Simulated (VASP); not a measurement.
Wanted: the native input for a VASP 6.6.1 run.

```
Task                   : single point
Functional             : PBE
Potentials or basis    : VASP PAW PBE potentials, release 64 (Ag)
Cutoff                 : 520 eV
k mesh                 : 9 × 9 × 4
Occupations            : gaussian, width 0.1 eV
Spin                   : no spin polarisation
Dipole correction      : no
Further INCAR settings : ALGO = Normal; EDIFF = 1e-06; NBANDS = 18
```

The structure of Ag lies in POSCAR:

```
Ag
1.0
    2.9222991408      0.0000000000      0.0000000000
   -1.4611495704      2.5307852934      0.0000000000
    0.0000000000      0.0000000000      4.7016618100
Ag
2
Direct
    0.3333333300      0.6666666700      0.2500000000
    0.6666666700      0.3333333300      0.7500000000
```

This isn't the form of Ag at room conditions, which is fcc.

These files were run (other wordings do the same):

INCAR

```
PREC = Accurate ; ENCUT = 520
EDIFF = 1E-6 ; ISMEAR = 0
SIGMA = 0.1 ; LREAL = F
LASPH = T ; NELM = 100
ALGO = Normal ; ISIF = 2
LWAVE = F ; LCHARG = T
GGA = PE ; LELF = T
LVHAR = T ; NBANDS = 18
```

KPOINTS

```
regular mesh
0
Gamma
  9 9 4
```

Potentials or basis: VASP PAW PBE potentials, release 64 (Ag).

Command:

```sh
$ cat potpaw_PBE.64/Ag/POTCAR > POTCAR
$ mpirun -np 1 vasp_std > vasp.out
```

Results of the run:

```yaml
Pressure: 2.6 GPa
Band_gap_on_the_k_mesh: none (metal or under the smearing width)
```

It took 7.5 s on 1 thread of AMD EPYC 9R45 96-Core Processor (Zen 5), on a shared host, peak memory 0.13 GiB.
